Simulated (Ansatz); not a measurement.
**Ionic part of the dielectric constant of BeSe at 2 GPa, mode by mode**

Method: DFT PBEsol, scalar-relativistic, plane waves, PAW in Ansatz. Plane waves to 420 eV; Γ-centred k mesh 10×10×10; fixed occupations. No spin polarisation. Phonons by linear response, acoustic sum rule imposed.

It takes space group F-43m (No. 216, cubic). Conventional cell: a = 5.088 Å, b = 5.088 Å, c = 5.088 Å, α = 90.00°, β = 90.00°, γ = 90.00°. Be (site symmetry -43m) has 4 Se at 2.20 Å as nearest neighbours. Around Se (site symmetry -43m) lie 4 Be at 2.20 Å.

The primitive cell has V = 32.92 Å³ and ε∞,yy = 6.146. Each polar mode adds Δε = (4.92064×10⁷/V)·S/ν² along y, with S its oscillator strength in e²/amu, ν in cm⁻¹ and V in Å³.

Problem. From these modes, find each Δε and ε0,yy.
| ν (cm⁻¹) | S_yy (e²/amu) |
| --- | --- |
| 526.0 | 0.2762 |

Solution.
```tsv
ν (cm⁻¹)	Δε
526.0	1.49
```

The sum is 1.492, so ε0,yy = 7.64; the run's tensor has 7.64.

Problem. Where do the longitudinal modes lie for a wave vector along y?

Solution. At 586 cm⁻¹. The Lyddane–Sachs–Teller product Π(ν_LO/ν_TO)² = 1.24 matches ε0/ε∞ = 1.24.